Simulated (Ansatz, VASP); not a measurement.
# Two plane-wave programs on Be

```
Be
1.0
    -1.23432    1.23432    1.25312
     1.23432   -1.23432    1.25312
     1.23432    1.23432   -1.25312
Be
1
Direct
  0.00000 0.00000 0.00000
```

Change from the starting cell: strain -0.015 along x and y, +0.000 along z, atoms carried along.

Alike in both runs: task single point; functional PBEsol; k mesh 26 × 26 × 26; occupations gaussian, width 0.15 eV; no spin polarisation.

```csv
,VASP,Ansatz
version,VASP 6.6.1,Ansatz 0.2.0
potentials or method,"VASP PAW PBE potentials, release 64 (Be)","scalar-relativistic, plane waves, PAW"
plane-wave cutoff (eV),520,420
valence electrons in the cell,2,2
```

|  | VASP | Ansatz | Ansatz less VASP |
| --- | --- | --- | --- |
| gap on the k mesh at the Fermi level (eV) | none | none | - |
| pressure (GPa) | 2.2 | 1.8 | -0.39 |
| largest component of the traceless stress (GPa) | 1.43 | 1.43 | -0.002 |

A gap of «none» marks a metal or a gap that the smearing closes.

Caveats: the PAW data sets were made with another functional, which shifts forces and pressure a little (VASP).
